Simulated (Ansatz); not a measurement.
**GaP in Ansatz: convergence with ecutfock ratio**

The system is GaP.

```
Ga P
1.0
     0.00000    2.72525    2.72525
     2.72525    0.00000    2.72525
     2.72525    2.72525    0.00000
Ga P
1 1
Direct
  0.00000 0.00000 0.00000
  0.75000 0.75000 0.75000
```

```yaml
Program: Ansatz 0.2.0
Task: convergence study
Functional: HSE06
Potentials_or_basis: SPMS NC
Cutoff: 925 eV
Density_cutoff: 3701 eV
k_mesh: 4 × 4 × 4
Occupations: cold, width 0.05 eV
Spin: no spin polarisation
```

These are the settings of the first run; the series varies ecutfock ratio, with any setting tied to it.

Hardware: 2 threads of Intel(R) Xeon(R) Processor @ 2.50GHz (Skylake/Cascade Lake), with other jobs on the host.

| ecutfock ratio | energy less the tightest run, at zero smearing (meV/atom) | SCF cycles | CPU time (s) | peak memory (GiB) |
| --- | --- | --- | --- | --- |
| 1 | 0.00 | 13 | 55 | 0.82 |
| 2 | 0.00 | 13 | 65 | 0.87 |
| 3 | 0.00 | 13 | 64 | 0.87 |
| 4 | 0.00 | 13 | 60 | 0.88 |

Against the tightest run, the energy stays within 1 meV/atom from 1 on. The tightest run that finished is the yardstick and may itself not be fully converged.

Caveat, for the tightest run too: the k mesh is coarse (spacing up to 0.50 Å⁻¹), so the values aren't converged, least of all with exact exchange.
